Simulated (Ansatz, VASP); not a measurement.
## InP: VASP beside Ansatz

File INCAR:

```
PREC = Accurate
ENCUT = 520
EDIFF = 1E-6
ISMEAR = 0
SIGMA = 0.01
LREAL = F
LASPH = T
NELM = 100
ALGO = Normal
ISIF = 2
LWAVE = F
LCHARG = T
GGA = PE
LELF = T
LVHAR = T
NBANDS = 16
```

File KPOINTS:

```
regular mesh
0
Gamma
  8 8 8
```

Contents of POSCAR:

```
InP
1.0
    0.0000000000      2.9538133754      2.9538133754
    2.9538133754      0.0000000000      2.9538133754
    2.9538133754      2.9538133754      0.0000000000
In P
1 1
Direct
    0.0000000000      0.0000000000      0.0000000000
    0.2500000000      0.2500000000      0.2500000000
```

Input for Ansatz:

```yaml
crystal:
  lattice:
    - [0.0, 2.9538133754, 2.9538133754]
    - [2.9538133754, 0.0, 2.9538133754]
    - [2.9538133754, 2.9538133754, 0.0]
  atoms:
    - { symbol: In, position: [0.0, 0.0, 0.0] }
    - { symbol: P, position: [0.25, 0.25, 0.25] }
kpoints:
  mp_grid: { grid: [8, 8, 8] }
  band_path:
    path:
      - [0.0, 0.0, 0.0]
      - [-0.5, -0.5, 0.0]
      - [-0.375, -0.375, 0.25]
      - [-0.375, 0.0, 0.375]
      - [0.0, 0.0, 0.5]
      - [-0.5, -0.25, 0.25]
    npoints: 1
hamiltonian:
  xc: pbe
scf:
  occupations: { method: fixed }
  n_extra_bands: 4
output:
  forces: true
  stress: true
  eigenvalues: true
```

Alike in both runs: task single point; functional PBE; k mesh 8 × 8 × 8; no spin polarisation.

```csv
,VASP,Ansatz
version,VASP 6.6.1,Ansatz 0.2.0
potentials or method,"VASP PAW PBE potentials, release 64 (In_d, P)","plane waves, PAW"
plane-wave cutoff (eV),520,420
occupations,"gaussian, width 0.01 eV",fixed
valence electrons in the cell,18,18
```

```tsv
	VASP	Ansatz	Ansatz less VASP
gap on the k mesh at the Fermi level (eV)	0.58	0.59	+0.003
pressure (GPa)	1.6	1.6	+0.06
```

Caveats: spin-orbit coupling is left out, which moves the levels of the heavy elements. PBE gaps usually lie below the measured ones, often by a third to a half.
